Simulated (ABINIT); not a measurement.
Runs of ABINIT 10.8.3 (patched build) on PbSe (Clausthalite). It takes space group Fm-3m (No. 225, cubic). Conventional cell: a = 6.121 Å, b = 6.121 Å, c = 6.121 Å, α = 90.00°, β = 90.00°, γ = 90.00°. Around Pb (site symmetry m-3m) lie 6 Se at 3.06 Å. Se (site symmetry m-3m) has 6 Pb at 3.06 Å as nearest neighbours. 

```tsv
task	level	potentials or basis	cell	k mesh	cutoff (eV)	fine-grid cutoff	cell freedom (optcell)	optimiser (ionmov)	cutoff smearing ecutsm (Ha)	force stop (Ha/bohr)	gap on the mesh (eV)	pressure (GPa)	V0 of scaled cells (Å³/atom)	B0 (GPa)
equation of state	BP86	JTH PAW PBE v2.0 sp	as given	8 × 8 × 8	408	816.342 eV	-	-	-	-	-	-	(a)	49
single point	r2SCAN	JTH PAW PBE v2.0	as given	6 × 6 × 6	544	1088.46 eV	-	-	-	-	0.57	-	-	-
equation of state	PBE	JTH PAW PBE v2.0	as given	8 × 8 × 8	599	1197.3 eV	-	-	-	-	-	-	(b)	47
band structure	LDA-Teter	JTH PAW LDA v2.0 sp	as given	8 × 8 × 8	408	816.342 eV	-	-	-	-	0.20	-2.0	-	-
band structure	SCAN	JTH PAW PBE v2.0 sp	as given	8 × 8 × 8	490	979.61 eV	-	-	-	-	(c)	-	-	-
relaxation of cell and atoms	PBE	PseudoDojo NC SR PBE v0.4.1 standard	relaxed	6 × 6 × 6	1061	-	2	22	0.5	2e-05	0.44	0.0	-	-
band structure	LDA-PZ	JTH PAW LDA v2.0	as given	8 × 8 × 8	463	925.187 eV	-	-	-	-	0.18	-	-	-
band structure	LDA-VWN	JTH PAW LDA v2.0 sp	as given	8 × 8 × 8	408	816.342 eV	-	-	-	-	0.20	-2.1	-	-
band structure	PW91	JTH PAW PBE v2.0 sp	as given	8 × 8 × 8	408	816.342 eV	-	-	-	-	0.31	2.3	-	-
single point	r2SCAN	JTH PAW PBE v2.0	as given	10 × 10 × 10	544	1088.46 eV	-	-	-	-	0.57	-	-	-
band structure	LDA-VWN	JTH PAW LDA v2.0	as given	8 × 8 × 8	463	925.187 eV	-	-	-	-	0.18	-	-	-
equation of state	WC	JTH PAW PBE v2.0 sp	as given	8 × 8 × 8	408	816.342 eV	-	-	-	-	-	-	(d)	55
```

Alike in all rows: no spin polarisation; smearing fermi-dirac 0.05 eV.

**Question.** Fill in the values left out.

**Answer.** (a) 30.19; (b) 30.06; (c) 0.52; (d) 28.49.

Caveats: spin-orbit coupling is left out, which as a rule narrows the gap of such compounds by several tenths of an eV (some runs); the PAW data sets were made with another functional, which shifts forces and pressure a little (some runs); this set keeps more shells in the core, which shifts pressures and gaps (some runs); pressures at fixed basis lie under the slope of the energies (some runs).

A k mesh can miss the band edges, and the runs leave out spin-orbit coupling on Pb, Se.

Not every run made on this cell is shown here.
